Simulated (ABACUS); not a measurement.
MgS (Niningerite):

```xyz
2
Lattice="0.0000 2.6016 2.6016 2.6016 0.0000 2.6016 2.6016 2.6016 0.0000" Properties=species:S:1:pos:R:3 pbc="T T T"
S     2.6016    2.6016    2.6016
Mg    0.0000    0.0000    0.0000
```

- Program: ABACUS 3.10.1
- Task: single point
- Functional: PBE
- Potentials or basis: PseudoDojo NC SR 0.4.1 PBE standard
- Cutoff: 1143 eV
- Density cutoff: 4572 eV
- Basis: plane waves
- k mesh: 9 × 9 × 9
- Occupations: fermi-dirac, width 0.05 eV
- Spin: no spin polarisation

On this cell: pressure 1.2 GPa; largest force zero by symmetry; band gap on the k mesh 2.92 eV, indirect (least direct gap 3.71 eV).

The same run follows on a disturbed copy (atoms moved at random, drawn with an rms of 0.05 Å):

```
CELL_PARAMETERS angstrom
0.00000 2.60165 2.60165
2.60165 0.00000 2.60165
2.60165 2.60165 0.00000
ATOMIC_POSITIONS crystal
S 0.49923 0.50365 0.50962
Mg 0.01475 0.99180 0.98833
```

Question: What changes?

Answer: The energy moves by +5.7 meV/atom; pressure 1.5 GPa; largest force 0.267 eV/Å; band gap on the k mesh 2.92 eV, indirect (least direct gap 3.71 eV).

Forces in eV/Å, atoms in the order of the input:
```
S   -0.262 -0.043  0.026
Mg   0.262  0.043 -0.026
```

Stress tensor (GPa, compression positive):
```
 2.09 -0.02  0.01
-0.02  1.18  0.00
 0.01  0.00  1.17
```

Caveats: an odd mesh through Γ misses points on the zone boundary, where band edges often lie.
